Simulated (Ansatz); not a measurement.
Input and command of a plane-wave DFT calculation in Ansatz:

```yaml
crystal:
  lattice:
    - [5.6877954778, 0.0, 0.0]
    - [-2.8438977389, 4.9257753753, 0.0]
    - [0.0, 0.0, 4.607722049]
  atoms:
    - { symbol: Ti, position: [0.8142999958, 0.1579678138, 0.2374699415] }
    - { symbol: Ti, position: [0.6446111792, 0.8185901806, 0.7374699415] }
    - { symbol: Ti, position: [0.8142999958, 0.648901364, 0.2374699415] }
    - { symbol: Ti, position: [0.153677629, 0.8185901806, 0.7374699415] }
    - { symbol: Ti, position: [0.3233664456, 0.1579678138, 0.2374699415] }
    - { symbol: Ti, position: [0.153677629, 0.3276566304, 0.7374699415] }
    - { symbol: Al, position: [0.3333333333, 0.6666666667, 0.25] }
    - { symbol: Al, position: [0.6666666667, 0.3333333333, 0.75] }
basis:
  ecutwfc: 420
kpoints:
  mp_grid: { grid: [12, 12, 10] }
hamiltonian:
  xc: pbesol
scf:
  occupations: { method: gaussian, width: 0.15 }
output:
  forces: true
  stress: true
  eigenvalues: true
```

```bash
ansatz run input.yaml --threads 2 --pin off --max-ram 5120MiB --backend cpu --events-out ev --progress --plain --runs-dir out
```

Processor: AMD EPYC 9R45 96-Core Processor (Zen 5), 2 threads, on a host shared with other jobs.

Problem. How long does it run, and how much memory does it take?

Solution. About 52 s on 2 threads of AMD EPYC 9R45 96-Core Processor (Zen 5) (shared host), peak memory 2.8 GiB. It solves 47 bands at 724 k points (the mesh reduced by symmetry) with about 2559 plane waves, in 7 SCF iterations.
